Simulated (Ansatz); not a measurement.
Input of an Ansatz 0.2.0 run:

input.yaml

```yaml
crystal:
  lattice:
    - [0.0, 2.1839935596, 2.1839935596]
    - [2.1839935596, 0.0, 2.1839935596]
    - [2.1839935596, 2.1839935596, 0.0]
  atoms:
    - { symbol: Al, position: [0.0, 0.0, 0.0] }
    - { symbol: "N", position: [0.25, 0.25, 0.25] }
kpoints:
  mp_grid: { grid: [10, 10, 10] }
scf:
  occupations: { method: gaussian, width: 0.016 }
hamiltonian:
  xc: pbe
  pseudopotentials: { kind: all_electron, lapw: { basis_error: 0.001 } }
output:
  forces: true
  stress: true
  eigenvalues: true
```

Potentials or basis: all-electron LAPW, scalar-relativistic.

The run is started by

```bash
$ ansatz run input.yaml --threads 1 --pin off --max-ram 3072MiB --backend cpu --events-out ev --progress --plain --runs-dir out
```

What does it give for the pressure?

4.8 GPa.

Estimate the band gap on the k mesh.

3.32 eV, indirect (least direct gap 4.19 eV).

A k mesh can miss the band edges. PBE gaps usually lie below the measured ones, often by a third to a half.
